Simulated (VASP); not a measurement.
A run of VASP 6.6.1 is set up as follows.

INCAR

```
SYSTEM = Ge
PREC = Accurate
ENCUT = 600
EDIFF = 1E-7
ISMEAR = 0
SIGMA = 0.05
LREAL = .FALSE.
LASPH = .TRUE.
NELM = 60
ALGO = Normal
ISIF = 3
LWAVE = .FALSE.
LCHARG = .FALSE.
METAGGA = RSCAN
LMIXTAU = .TRUE.
IBRION = 2
NSW = 40
EDIFFG = -0.02
```

File KPOINTS:

```
Automatic mesh
0
G
  10 10 6
  0 0 0
```

POSCAR

```
Ge
1.0
    1.4880529250     -2.5946896100      0.0000000000
    1.4880529250      2.5946896100      0.0000000000
    0.0000000000      0.0000000000      4.7275957900
Ge
2
Direct
    0.3334466300      0.6665533700      0.2500000000
    0.6665533700      0.3334466300      0.7500000000
```

Potentials or basis: VASP PAW PBE potentials, release 64 (Ge_d).

The run is started by

```bash
$ cat potpaw_PBE.64/Ge_d/POTCAR > POTCAR
$ mpirun -np 1 vasp_std > vasp.out
```

Question: What does it give for the relaxed volume?

Answer: 18.75 Å³/atom.

Question: What does it give for the relaxed cell?

Answer: a = 3.002 Å, b = 3.002 Å, c = 4.851 Å, α = 90.00°, β = 90.00°, γ = 120.91°.

The path:
```csv
step,energy change (eV),largest force (eV/Å),pressure (GPa),volume (Å³)
1,0.0000,0.0083,2.23,36.51
2,-0.0121,0.0060,-0.43,37.86
3,-0.0121,0.0054,-0.45,37.87
4,-0.0145,0.0029,-0.45,37.79
5,-0.0145,0.0050,-0.43,37.78
6,-0.0149,0.0058,0.01,37.50
```

Caveat: the PAW data sets were made with another functional, which shifts forces and pressure a little.
